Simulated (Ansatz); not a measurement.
All numbers below come from Ansatz 0.2.0, DFT PBE, scalar-relativistic, plane waves, PAW. All cells share a 420 eV cutoff and Γ-centred k meshes spaced at most about 0.3 Å⁻¹ (about 0.25 or finer for metals, 2π included). No spin polarisation in the final relaxations.

All energies are static (0 K, no zero-point motion).

Compare these two cells of TiC, each relaxed at this level.

1.

```cif
data_structure
_symmetry_space_group_name_H-M 'Pm-3m'
_symmetry_Int_Tables_number 221
_cell_length_a 2.7107
_cell_length_b 2.7107
_cell_length_c 2.7107
_cell_angle_alpha 90.000
_cell_angle_beta 90.000
_cell_angle_gamma 90.000
_cell_volume 19.92
loop_
_atom_site_label
_atom_site_type_symbol
_atom_site_symmetry_multiplicity
_atom_site_Wyckoff_symbol
_atom_site_fract_x
_atom_site_fract_y
_atom_site_fract_z
_atom_site_occupancy
Ti1 Ti 1 a 0.00000 0.00000 0.00000 1
C1 C 1 b 0.50000 0.50000 0.50000 1
```

2.

```cif
data_structure
_symmetry_space_group_name_H-M 'Pm-3m'
_symmetry_Int_Tables_number 221
_cell_length_a 4.2553
_cell_length_b 4.2553
_cell_length_c 4.2553
_cell_angle_alpha 90.000
_cell_angle_beta 90.000
_cell_angle_gamma 90.000
_cell_volume 77.06
loop_
_atom_site_label
_atom_site_type_symbol
_atom_site_symmetry_multiplicity
_atom_site_Wyckoff_symbol
_atom_site_fract_x
_atom_site_fract_y
_atom_site_fract_z
_atom_site_occupancy
Ti1 Ti 3 c 0.50000 0.50000 0.00000 1
C1 C 3 d 0.00000 0.50000 0.00000 1
```

**Question.** Which is lower in energy, and by how much?

**Answer.** Cell 1 is lower, by 156 meV/atom. Cell 1 has the caesium chloride type, space group Pm-3m (No. 221), 10.0 Å³/atom and no gap on its mesh; cell 2 has space group Pm-3m (No. 221), 12.8 Å³/atom and no gap. Counting C atoms around Ti (those within 1.25 times the shortest such distance or 1.15 times the sum of covalent radii), cell 1 has Ti 8 and cell 2 has Ti 4. The denser one is the lower, and pressure would at first widen the difference. Even the lower one lies +0.35 eV/atom against the reference forms of the elements (uncorrected), so neither is stable at this level. Both come from invented guesses. A third cell relaxed alike, in Fm-3m, lies 1.18 eV/atom below the lower of the two. The part of the Crystallography Open Database at hand lists TiC in space group No. 225; sharing a group (Fm-3m) doesn't make a cell the listed structure.

Cells relaxed within their symmetry can be saddle points.

Cell 2 is the NbO type, which is rock salt with a quarter of the sites on each sublattice left empty in an ordered way. Its disadvantage therefore probably reflects lost Ti–C bonds: square-planar coordination leaves each atom four partners instead of the six of rock salt, and the shorter contacts don't make up for this. In NbO itself, metal d electrons left over after the anion p shell is filled support metal–metal bonding. TiC formally has none left over, so the vacancies gain little in return.

The caesium chloride cell keeps more neighbours, but its cubic coordination stretches the bonds and suits the directional C 2p–Ti 3d overlap poorly. Octahedral coordination serves that overlap best, with the valence electrons filling the bonding states up to a pseudogap. This fits the much lower energy of the Fm-3m cell, if that is rock salt, and the known preference of TiC. The 156 meV/atom thus ranks two unfavourable arrangements, and says nothing about the cost of the isolated carbon vacancies common in real TiC.
